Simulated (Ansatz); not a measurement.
Runs of Ansatz 0.2.0 on Ga. Symmetry: C2/c, No. 15, monoclinic system. Conventional cell: a = 2.766 Å, b = 8.053 Å, c = 3.332 Å, α = 90.00°, β = 92.02°, γ = 90.00°. Ga (site symmetry 2) is surrounded by 8 Ga at 2.69 to 2.92 Å. This isn't the form of Ga at room conditions, which is orthorhombic.

| level | cutoff (eV) | gap on the mesh (eV) | pressure (GPa) | largest force (eV/Å) |
| --- | --- | --- | --- | --- |
| PBE | 256 | none | 1.7 | 0.20 |
| BLYP | 256 | none | (b) | 0.16 |
| RPBE | 255 | none | 3.6 | 0.21 |
| PBEsol | 256 | none | (c) | 0.20 |
| LDA | 256 | none | (a) | 0.18 |

Alike in all rows: task single point; potentials or basis all-electron LAPW, scalar-relativistic; no spin polarisation; cell as given; k mesh 10 × 10 × 8; smearing fermi-dirac 0.05 eV; basis error allowed 0.001 eV/atom.

**Question.** Estimate the missing entries.

**Answer.** (a) -3.9; (b) 7.2; (c) -1.9.

A k mesh can miss the band edges, and the runs leave out spin-orbit coupling on Ga.

A gap of «none» marks a metal or a gap under the smearing width.
